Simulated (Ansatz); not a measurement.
A (001) slab of NbP (I4_1md (No. 109)), 8 planes, outer planes Nb (top) and P (bottom), with 8 atoms (Nb4P4) in a surface cell of A = 11.024 Å², as cut from the bulk:

```
CELL_PARAMETERS angstrom
3.32025 0.00000 0.00000
0.00000 3.32025 0.00000
0.00000 0.00000 25.36171
ATOMIC_POSITIONS crystal
P 0.00000 0.00000 0.29572
Nb 0.00000 0.50000 0.37040
P 0.50000 0.00000 0.40701
Nb 0.00000 0.00000 0.48169
P 0.50000 0.50000 0.51831
Nb 0.50000 0.00000 0.59299
P 0.00000 0.50000 0.62960
Nb 0.50000 0.50000 0.70428
```

Computed with Ansatz, DFT PBEsol, scalar-relativistic, plane waves, PAW. Settings: cutoff 420 eV, Γ-centred mesh 10×10×1 on the computed 8-atom cell, Gaussian smearing of 0.10 eV; no spin polarisation. A dipole correction removes the field between periodic images along c.

Against the same 8 atoms in the bulk, the slab as cut lies 6.224 eV higher and the relaxed slab 6.086 eV higher.

Problem. Work out the surface energy before and after relaxation.

Solution. The slab has two faces, so γ = (E_slab − N·E_bulk)/(2A), the mean of both. As cut: 6.224/(2 × 11.024) = 0.2823 eV/Å², and 1 eV/Å² = 16.02 J/m², so γ = 4.52 J/m². Relaxed: 6.086/(2 × 11.024) = 0.2760 eV/Å² = 4.42 J/m². Relaxation recovers 2 % of the cost of cutting.

Problem. What is the ideal work of this cut, per area?

Solution. Griffith's ideal work is 2γ: 9.04 J/m² if the new faces stay rigid, 8.84 J/m² if they relax. Other cuts parallel to this plane can cost less. One thickness was run, 8 planes, so γ can still shift with it.